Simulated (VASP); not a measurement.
# BaTe (Fm-3m) in VASP: further runs, part 2 of 2

VASP 6.6.1.

**3. Single point, r2SCAN**

File INCAR:

```
SYSTEM = BaTe
ADDGRID  = .FALSE.      
ALGO     = Normal         ! electronic algorithm
EDIFF    = 1E-6           ! SCF threshold, eV
ENCUT    = 700            ! plane-wave cutoff, eV
ISIF     = 2              ! what is computed and relaxed
ISMEAR   = 0              ! smearing method
LASPH    = .TRUE.         ! aspherical terms in the spheres
LCHARG   = .FALSE.        ! write CHGCAR
LMIXTAU  = .TRUE.       
LREAL    = .FALSE.        ! projectors in reciprocal space
LWAVE    = .FALSE.        ! write WAVECAR
METAGGA  = R2SCAN         ! meta-GGA
NELM     = 100            ! most SCF steps
PREC     = Accurate       ! precision mode
SIGMA    = 0.05           ! smearing width, eV
```

File KPOINTS:

```
k-points
0
G
  2 2 2
  0 0 0
```

File POSCAR:

```
BaTe
1.0
    0.0000000000      3.4100000000      3.4100000000
    3.4100000000      0.0000000000      3.4100000000
    3.4100000000      3.4100000000      0.0000000000
Ba Te
1 1
Direct
    0.0000000000      0.0000000000      0.0000000000
    0.5000000000      0.5000000000      0.5000000000
```

Potentials or basis: VASP PAW PBE potentials, release 64 (Ba_sv, Te).

On the command line:

```console
> cat potpaw_PBE.64/Ba_sv/POTCAR potpaw_PBE.64/Te/POTCAR > POTCAR
> mpirun -np 1 vasp_std > vasp.out
```

OUTCAR:

```text
SYSTEM = BaTe
   EDIFF = 1E-6
   ENCUT = 700
   ISIF = 2
   ISMEAR = 0
   LASPH = .TRUE.
   LREAL = .FALSE.
   METAGGA = R2SCAN
   NELM = 100
   PREC = Accurate

 Found      3 irreducible k-points:

 Following reciprocal coordinates:
            Coordinates               Weight
  0.000000  0.000000  0.000000      1.000000
  0.500000  0.000000  0.000000      4.000000
  0.500000  0.500000  0.000000      3.000000
   k-points           NKPTS =      3   k-points in BZ     NKDIM =      3   number of bands    NBANDS=     12
   number of dos      NEDOS =    301   number of ions     NIONS =      2
   total plane-waves  NPLWV =  74088
   dimension x,y,z NGX =    42 NGY =   42 NGZ =   42
   dimension x,y,z NGXF=    84 NGYF=   84 NGZF=   84
   ions per type =               1   1
   NGX,Y,Z   is equivalent  to a cutoff of  14.48, 14.48, 14.48 a.u.
   NGXF,Y,Z  is equivalent  to a cutoff of  28.96, 28.96, 28.96 a.u.
 SYSTEM =  BaTe
   PREC   = accura    normal or accurate (medium, high low for compatibility)
   ISTART =      0    job   : 0-new  1-cont  2-samecut
   ICHARG =      2    charge: 1-file 2-atom 10-const
   ISPIN  =      1    spin polarized calculation?
   LNONCOLLINEAR =      F non collinear calculations
   LSORBIT =      F    spin-orbit coupling
   LASPH  =      T    aspherical Exc in radial PAW
   ENCUT  =  700.0 eV  51.45 Ry    7.17 a.u.  10.40 10.40 10.40*2*pi/ulx,y,z
   NELM   =    100;   NELMIN=  2; NELMDL= -5     # of ELM steps
[... 69 lines left out ...]
     11       5.8645      0.00000
     12       6.5991      0.00000
[... 16 lines left out ...]
 k-point     3 :       0.5000    0.5000    0.0000
  band No.  band energies     occupation
      1     -25.1035      2.00000
      2     -10.1524      2.00000
      3      -9.9823      2.00000
      4      -9.9823      2.00000
      5      -6.9501      2.00000
      6       1.5533      2.00000
      7       2.3631      2.00000
      8       2.3631      2.00000
      9       4.2790      0.00000
     10       7.6439      0.00000
     11       8.3685      0.00000
     12       9.0648      0.00000

------------------------ aborting loop because EDIFF is reached ----------------------------------------

  FORCE on cell =-STRESS in cart. coord.  units (eV):
  Direction    XX          YY          ZZ          XY          YZ          ZX
  --------------------------------------------------------------------------------------
  -------------------------------------------------------------------------------------
  Total        3.2744912      3.2744912      3.2744912      0.0000000     -0.0000000     -0.0000000
  in kB       66.1547876     66.1547876     66.1547876      0.0000000     -0.0000000     -0.0000000
  external PRESSURE =      66.1547876 kB  Pullay stress =       0.0000000 kB

 VOLUME and BASIS-vectors are now :
 -----------------------------------------------------------------------------
  energy-cutoff  :      700.00
  volume of cell :       79.30
      direct lattice vectors                 reciprocal lattice vectors
     0.000000000  3.410000000  3.410000000    -0.146627566  0.146627566  0.146627566
     3.410000000  0.000000000  3.410000000     0.146627566 -0.146627566  0.146627566
     3.410000000  3.410000000  0.000000000     0.146627566  0.146627566 -0.146627566

 POSITION                                       TOTAL-FORCE (eV/Angst)
 -----------------------------------------------------------------------------------
      0.00000      0.00000      0.00000         0.000000     -0.000000     -0.000000
      3.41000      3.41000      3.41000        -0.000000      0.000000      0.000000
 -----------------------------------------------------------------------------------
    total drift:                               -0.000000     -0.000000     -0.000000

  FREE ENERGIE OF THE ION-ELECTRON SYSTEM (eV)
  ---------------------------------------------------
  free  energy   TOTEN  =       -55.4239763895 eV

  energy  without entropy=      -55.4239763895  energy(sigma->0) =      -55.42397639
```

stdout:

```text
POSCAR found type information on POSCAR BaTe
 POSCAR found :  2 types and       2 ions
 scaLAPACK will be used
 -----------------------------------------------------------------------------
|                                                                             |
|                                                                             |
|     You enforced a specific xc type in the INCAR file but a different       |
|     I HOPE YOU KNOW WHAT YOU ARE DOING!                                     |
|                                                                             |
 -----------------------------------------------------------------------------

 LDA part: xc-table for (None), standard interpolation
 POSCAR, INCAR and KPOINTS ok, starting setup
 FFT: planning ... GRIDC
 FFT: planning ... GRID_SOFT
 FFT: planning ... GRID
 WAVECAR not read
 entering main loop
```

Wall time 74 s (1 thread of AMD EPYC 7R43 (Zen 3), shared host); peak memory 0.22 GiB.

These settings aren't checked as converged: the numbers below hold their error.

Results:

| Item | Value |
| --- | --- |
| Free energy | -55.4240 eV |
| Pressure | 6.6 GPa |
| Band gap on the k mesh | 1.52 eV, indirect (least direct gap 1.92 eV) |

Caveat: the k mesh is coarse (spacing up to 0.80 Å⁻¹), so the values aren't converged; the PAW data sets were made with another functional, which shifts forces and pressure a little; spin-orbit coupling is left out, which moves the levels of the heavy elements.

**4. Single point, r2SCAN**

INCAR is that of step 3.

KPOINTS is that of step 3.

File POSCAR:

```
BaTe
1.0
    0.0000000000      3.4100000000      3.4100000000
    3.4100000000      0.0000000000      3.4100000000
    3.4100000000      3.4100000000      0.0000000000
Ba Te
1 1
Direct
   -0.0114420000     -0.0073020000      0.0189620000
    0.5174540000      0.4974090000      0.5124580000
```

On the command line:

```console
> cat potpaw_PBE.64/Ba_sv/POTCAR potpaw_PBE.64/Te/POTCAR > POTCAR
> mpirun -np 1 vasp_std > vasp.out
```

Wall time 2.4 min (1 thread of AMD EPYC 7R43 (Zen 3), shared host); peak memory 0.22 GiB.

These settings aren't checked as converged: the numbers below hold their error.

What came out:

```yaml
Free_energy: -55.4226 eV
Pressure: 6.5 GPa
Largest_force: 0.047 eV/Å
Band_gap_on_the_k_mesh: 1.58 eV, indirect (least direct gap 1.96 eV)
```

Caveat: the k mesh is coarse (spacing up to 0.80 Å⁻¹), so the values aren't converged; the PAW data sets were made with another functional, which shifts forces and pressure a little; spin-orbit coupling is left out, which moves the levels of the heavy elements.

**5. Single point, r2SCAN**

Changes to INCAR since step 4:

```diff
@@ -4,3 +4,3 @@
 EDIFF    = 1E-6           ! SCF threshold, eV
-ENCUT    = 700            ! plane-wave cutoff, eV
+ENCUT    = 350            ! plane-wave cutoff, eV
 ISIF     = 2              ! what is computed and relaxed
```

File KPOINTS:

```
k-points
0
G
  3 3 3
  0 0 0
```

File POSCAR:

```
BaTe
1.0
    0.0000000000      3.4100000000      3.4100000000
    3.4100000000      0.0000000000      3.4100000000
    3.4100000000      3.4100000000      0.0000000000
Ba Te
1 1
Direct
    0.0000000000      0.0000000000      0.0000000000
    0.5000000000      0.5000000000      0.5000000000
```

Potentials or basis: VASP PAW PBE potentials, release 64 (Ba_sv, Te).

On the command line:

```console
> cat potpaw_PBE.64/Ba_sv/POTCAR potpaw_PBE.64/Te/POTCAR > POTCAR
> mpirun -np 1 vasp_std > vasp.out
```

OUTCAR:

```text
SYSTEM = BaTe
   EDIFF = 1E-6
   ENCUT = 350
   ISIF = 2
   ISMEAR = 0
   LASPH = .TRUE.
   LREAL = .FALSE.
   METAGGA = R2SCAN
   NELM = 100
   PREC = Accurate

 Found      4 irreducible k-points:

 Following reciprocal coordinates:
            Coordinates               Weight
  0.000000  0.000000  0.000000      1.000000
  0.333333  0.000000  0.000000      8.000000
  0.333333  0.333333  0.000000      6.000000
 -0.333333  0.333333  0.000000     12.000000
   k-points           NKPTS =      4   k-points in BZ     NKDIM =      4   number of bands    NBANDS=     12
   number of dos      NEDOS =    301   number of ions     NIONS =      2
[... 135 lines left out ...]
  FORCE on cell =-STRESS in cart. coord.  units (eV):
  Direction    XX          YY          ZZ          XY          YZ          ZX
  --------------------------------------------------------------------------------------
  -------------------------------------------------------------------------------------
  Total        2.3969894      2.3969894      2.3969894      0.0000000      0.0000000     -0.0000000
  in kB       48.4265534     48.4265534     48.4265534      0.0000000      0.0000000     -0.0000000
  external PRESSURE =      48.4265534 kB  Pullay stress =       0.0000000 kB

 VOLUME and BASIS-vectors are now :
 -----------------------------------------------------------------------------
  energy-cutoff  :      350.00
  volume of cell :       79.30
      direct lattice vectors                 reciprocal lattice vectors
     0.000000000  3.410000000  3.410000000    -0.146627566  0.146627566  0.146627566
     3.410000000  0.000000000  3.410000000     0.146627566 -0.146627566  0.146627566
     3.410000000  3.410000000  0.000000000     0.146627566  0.146627566 -0.146627566

 POSITION                                       TOTAL-FORCE (eV/Angst)
 -----------------------------------------------------------------------------------
      0.00000      0.00000      0.00000        -0.000000      0.000000     -0.000000
      3.41000      3.41000      3.41000         0.000000      0.000000      0.000000
 -----------------------------------------------------------------------------------
    total drift:                               -0.000000      0.000000      0.000000

  FREE ENERGIE OF THE ION-ELECTRON SYSTEM (eV)
  ---------------------------------------------------
  free  energy   TOTEN  =       -55.8513974130 eV

  energy  without entropy=      -55.8513974130  energy(sigma->0) =      -55.85139741
```

OSZICAR:

```text
N       E                     dE             d eps       ncg     rms          rms(c)
DAV:   1     0.287686525908E+02    0.28769E+02   -0.56242E+03    96   0.875E+02
DAV:   2    -0.551308664409E+02   -0.83900E+02   -0.79548E+02   120   0.166E+02
DAV:   3    -0.591500101416E+02   -0.40191E+01   -0.39880E+01   120   0.436E+01
[... 13 lines left out ...]
DAV:  17    -0.558512487435E+02   -0.30140E-03   -0.72499E-04    96   0.294E-01    0.254E-02
DAV:  18    -0.558512546437E+02   -0.59001E-05   -0.48703E-06   140   0.158E-02    0.191E-02
DAV:  19    -0.558513870449E+02   -0.13240E-03   -0.52519E-05    96   0.798E-02    0.144E-02
DAV:  20    -0.558513977431E+02   -0.10698E-04   -0.66489E-06    96   0.287E-02    0.988E-03
DAV:  21    -0.558513974130E+02    0.33017E-06   -0.17253E-07    64   0.435E-03
   1 F= -.55851397E+02 E0= -.55851397E+02  d E =-.167494E-15
```

stdout:

```text
POSCAR found type information on POSCAR BaTe
 POSCAR found :  2 types and       2 ions
 scaLAPACK will be used
 -----------------------------------------------------------------------------
|                                                                             |
|                                                                             |
|     You enforced a specific xc type in the INCAR file but a different       |
|     I HOPE YOU KNOW WHAT YOU ARE DOING!                                     |
|                                                                             |
 -----------------------------------------------------------------------------

 LDA part: xc-table for (None), standard interpolation
 POSCAR, INCAR and KPOINTS ok, starting setup
 FFT: planning ... GRIDC
 FFT: planning ... GRID_SOFT
 FFT: planning ... GRID
 WAVECAR not read
 entering main loop
```

It took 39 s on 1 thread of AMD EPYC 7R43 (Zen 3), shared host; peak memory 0.13 GiB.

These settings aren't checked as converged: the numbers below hold their error.

What came out:

| Quantity | Value |
| --- | --- |
| Free energy | -55.8514 eV |
| Pressure | 4.8 GPa |
| Band gap on the k mesh | 1.94 eV, indirect (least direct gap 2.32 eV) |

Caveat: the k mesh is coarse (spacing up to 0.53 Å⁻¹), so the values aren't converged; the PAW data sets were made with another functional, which shifts forces and pressure a little; spin-orbit coupling is left out, which moves the levels of the heavy elements; an odd mesh through Γ misses points on the zone boundary, where band edges often lie.
